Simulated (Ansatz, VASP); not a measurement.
## One calculation of CoO, two programs

File POSCAR:

```
CoO
1.0
    2.6314420519      0.0000000000      0.0000000000
    0.0000000000      2.6314420519      0.0000000000
    0.0000000000      0.0000000000      2.6314420519
Co O
1 1
Direct
    0.0000000000      0.0000000000      0.0000000000
    0.5000000000      0.5000000000      0.5000000000
```

The input INCAR.step1:

```
SYSTEM = CoO
  ALGO = Normal
  EDIFF = 1E-4
  ENCUT = 600
  GGA = PE
  ISMEAR = 0
  LASPH = .True.
  LCHARG = .False.
  LDAU = .True.
  LDAUJ = 0 0
  LDAUL = 2 -1
  LDAUTYPE = 2
  LDAUU = 3.32 0
  LMAXMIX = 4
  LREAL = .False.
  LWAVE = .True.
  NELM = 150
  PREC = Accurate
  SIGMA = 0.02
```

File INCAR.step2:

```
SYSTEM = CoO
  ALGO = Normal
  EDIFF = 1E-7
  EDIFFG = -0.01
  ENCUT = 600
  IBRION = 2
  ISIF = 3
  ISMEAR = 0
  ISTART = 1
  LASPH = .True.
  LCHARG = .False.
  LDAU = .True.
  LDAUJ = 0 0
  LDAUL = 2 -1
  LDAUPRINT = 1
  LDAUTYPE = 2
  LDAUU = 3.32 0
  LMAXMIX = 4
  LMIXTAU = .True.
  LREAL = .False.
  LWAVE = .False.
  METAGGA = R2SCAN
  NELM = 150
  NSW = 80
  PREC = Accurate
  SIGMA = 0.02
```

File KPOINTS:

```
k-points
0
Gamma
  10 10 10
  0 0 0
```

Input for Ansatz:

```yaml
crystal:
  lattice:
    - [2.6314420519, 0.0, 0.0]
    - [0.0, 2.6314420519, 0.0]
    - [0.0, 0.0, 2.6314420519]
  atoms:
    - { symbol: Co, position: [0.0, 0.0, 0.0] }
    - { symbol: O, position: [0.5, 0.5, 0.5] }
basis:
  ecutwfc: 500
kpoints:
  mp_grid: { grid: [10, 10, 10] }
hamiltonian:
  xc: r2scan
  hubbard: { sites: [{ species: Co, l: d, u_eff: 3.32 }] }
scf:
  occupations: { method: gaussian, width: 0.02 }
output:
  forces: true
  stress: true
  eigenvalues: true
  write_density: true
  write_potential: true
  elf: true
  volumetric_format: npy
relax:
  adjacent_minimum: "off"
  f_tol: 0.01
  max_steps: 60
  cell: { stress_tol: 0.05 }
```

Alike in both runs: task relaxation of cell and atoms; functional r2SCAN; k mesh 10 × 10 × 10; occupations gaussian, width 0.02 eV; no spin polarisation; Hubbard terms Co d U = 3.32 eV.

|  | VASP | Ansatz |
| --- | --- | --- |
| version | VASP 6.6.1 | Ansatz 0.2.0 |
| potentials or method | VASP PAW PBE potentials, release 64 (Co, O) | scalar-relativistic, plane waves, PAW |
| plane-wave cutoff (eV) | 600 | 500 |
| valence electrons in the cell | 15 | 23 |

Ansatz gave:

```
gap on the k mesh at the Fermi level, each at its own relaxed structure (eV) : none
relaxed volume (Å³/atom)                                                     : 8.15
relaxed cell length with the largest relative difference (Å)                 : 2.535
energy change over the relaxation (meV/atom)                                 : -72
```

Problem. What did VASP give for the same quantities?

Solution. gap on the k mesh at the Fermi level, each at its own relaxed structure (eV): none; relaxed volume (Å³/atom): 8.00; relaxed cell length with the largest relative difference (Å): 2.520; energy change over the relaxation (meV/atom): -95.

The programs project onto different local orbitals, so the same U acts differently. A gap of «none» marks a metal or a gap that the smearing closes. The two sets of potentials don't hold the same shells in valence. Ansatz warned: «filled_band_counts_differ_across_k_points».

Caveats: the PAW data sets were made with another functional, which shifts forces and pressure a little (VASP); an odd number of electrons without spin polarisation forces a metal; a magnetic or distorted state may lie lower; the run has no spin polarisation, though such a crystal can be magnetic; U without spin polarisation on a metal has little footing. Spin polarisation is off, so any magnetic state and its effect on volume and gap are missing.
